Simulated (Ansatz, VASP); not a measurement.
## One calculation of HfN, two programs

Contents of INCAR:

```
PREC = Accurate
ENCUT = 600
EDIFF = 1E-6
ISMEAR = 0
SIGMA = 0.1
LREAL = False
LASPH = True
NELM = 100
ALGO = Normal
ISIF = 3
LWAVE = False
LCHARG = False
GGA = PE
IBRION = 2
NSW = 100
EDIFFG = -0.01
```

The input KPOINTS:

```
Automatic mesh
0
Gamma
  20 20 20
```

File POSCAR:

```
HfN
1.0
    2.8275797413      0.0000000000      0.0000000000
    0.0000000000      2.8275797413      0.0000000000
    0.0000000000      0.0000000000      2.8275797413
Hf N
1 1
Direct
    0.5000000000      0.5000000000      0.5000000000
    0.0000000000      0.0000000000      0.0000000000
```

Input for Ansatz:

```yaml
crystal:
  lattice:
    - [2.8275797413, 0.0, 0.0]
    - [0.0, 2.8275797413, 0.0]
    - [0.0, 0.0, 2.8275797413]
  atoms:
    - { symbol: Hf, position: [0.5, 0.5, 0.5] }
    - { symbol: "N", position: [0.0, 0.0, 0.0] }
basis:
  ecutwfc: 420
kpoints:
  mp_grid: { grid: [20, 20, 20] }
hamiltonian:
  xc: pbe
scf:
  occupations: { method: gaussian, width: 0.1 }
output:
  forces: true
  stress: true
  eigenvalues: true
relax:
  adjacent_minimum: "off"
  f_tol: 0.01
  max_steps: 80
  cell: { stress_tol: 0.05 }
```

Change from the starting cell: species swapped into the YHg type (Pm-3m, No. 221).

Alike in both runs: task relaxation of cell and atoms; functional PBE; k mesh 20 × 20 × 20; occupations gaussian, width 0.1 eV; no spin polarisation.

```csv
,VASP,Ansatz
version,VASP 6.6.1,Ansatz 0.2.0
potentials or method,"VASP PAW PBE potentials, release 64 (Hf_pv, N)","scalar-relativistic, plane waves, PAW"
plane-wave cutoff (eV),600,420
valence electrons in the cell,15,31
```

VASP gave:

- gap on the k mesh at the Fermi level, each at its own relaxed structure (eV): none
- relaxed volume (Å³/atom): 11.14
- relaxed cell length with the largest relative difference (Å): 2.814
- energy change over the relaxation (meV/atom): -2

Task: Estimate Ansatz's values.

Result: gap on the k mesh at the Fermi level, each at its own relaxed structure (eV): none; relaxed volume (Å³/atom): 11.27; relaxed cell length with the largest relative difference (Å): 2.825; energy change over the relaxation (meV/atom): 0.

A gap of «none» marks a metal or a gap that the smearing closes. The two sets of potentials don't hold the same shells in valence.

The runs have no spin-orbit coupling, so splittings on Hf are missing.
